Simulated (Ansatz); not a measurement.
Zn:

```
CELL_PARAMETERS angstrom
0.00000 1.96478 1.96478
1.96478 0.00000 1.96478
1.96478 1.96478 0.00000
ATOMIC_POSITIONS crystal
Zn 0.00000 0.00000 0.00000
```

This isn't the form of Zn at room conditions, which is hcp.

```yaml
Program: Ansatz 0.2.0
Task: relaxation of cell and atoms
Functional: HF
Potentials_or_basis: Ansatz PAW
Cutoff: "420 eV (not typed: the program's choice for these potentials)"
k_mesh: 6 × 6 × 6
Occupations: fermi-dirac, width 0.05 eV
Spin: no spin polarisation
```

At the start: volume 15.17 Å³/atom.

Where does the relaxation end?

It ends after 5 steps and the volume is 17.28 Å³/atom (+13.9 %); space group Fm-3m (No. 225, to 0.05 Å).

The path:
```csv
step,energy change (eV),largest force (eV/Å),volume (Å³)
1,0.0000,0.0000,15.17
2,-0.0506,0.0000,16.74
3,-0.0525,0.0000,17.17
4,-0.0524,0.0000,17.28
5,-0.0582,0.0000,17.28
```

Final structure:
```
CELL_PARAMETERS angstrom
0.00000 2.05187 2.05187
2.05187 0.00000 2.05187
2.05187 2.05187 0.00000
ATOMIC_POSITIONS crystal
Zn 0.00000 0.00000 0.00000
```

Caveat: the k mesh is coarse (spacing up to 0.46 Å⁻¹), so the values aren't converged, least of all with exact exchange; the plane-wave basis is chosen anew once the cell has moved, so the energies of steps on either side of that aren't comparable; the pressure holds a Pulay correction of +0.4 GPa for the finite cutoff; the PAW data sets come from PBE, with cores solved anew for the run's functional, which leaves a small shift of forces and pressure.
